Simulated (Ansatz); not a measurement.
Au under changes of volume

One of the cells (17.771 Å³/atom); the others are scaled copies at fixed shape and fractional positions:

```
Au
1.0
     2.90000    0.00000    0.00000
    -1.45000    2.51147    0.00000
     0.00000    0.00000    4.88000
Au
2
Direct
  0.66667 0.33333 0.25000
  0.33333 0.66667 0.75000
```

This isn't the form of Au at room conditions, which is fcc.

* Program: Ansatz 0.2.0
* Functional: r2SCAN
* Potentials or basis: Ansatz PAW
* Cutoff: 500 eV (not typed: the program's choice for these potentials)
* k mesh: 11 × 11 × 6
* Occupations: fermi-dirac, width 0.05 eV
* Spin: no spin polarisation

```tsv
volume (Å³/atom)	energy over the lowest point (meV/atom)	pressure (GPa)
16.705	22.32	9.0
17.060	6.96	4.9
17.416	0.00	1.4
17.771	0.38	-1.7
18.127	7.12	-4.3
18.482	19.39	-6.7
18.837	?	?
```

Q: What does the run at 18.837 Å³/atom give?

A: Energy over the lowest point 36.44 meV/atom; pressure -8.7 GPa.

Worked out: A Birch-Murnaghan fit of order 3 (a polynomial in V^(-2/3)) to the other rows has its minimum at 17.57 Å³/atom with B0 = V·E''(V) = 153 GPa and B' = 5.9 at fixed shape and positions, which overstates the stiffness. It gives 36.43 meV/atom at 18.837 Å³/atom, against the run's 36.44, and -dE/dV = -8.7 GPa, against -8.7.

Energies are extrapolated to zero smearing.

Caveats: the PAW data sets come from PBE, with cores solved anew for the run's functional, which leaves a small shift of forces and pressure.
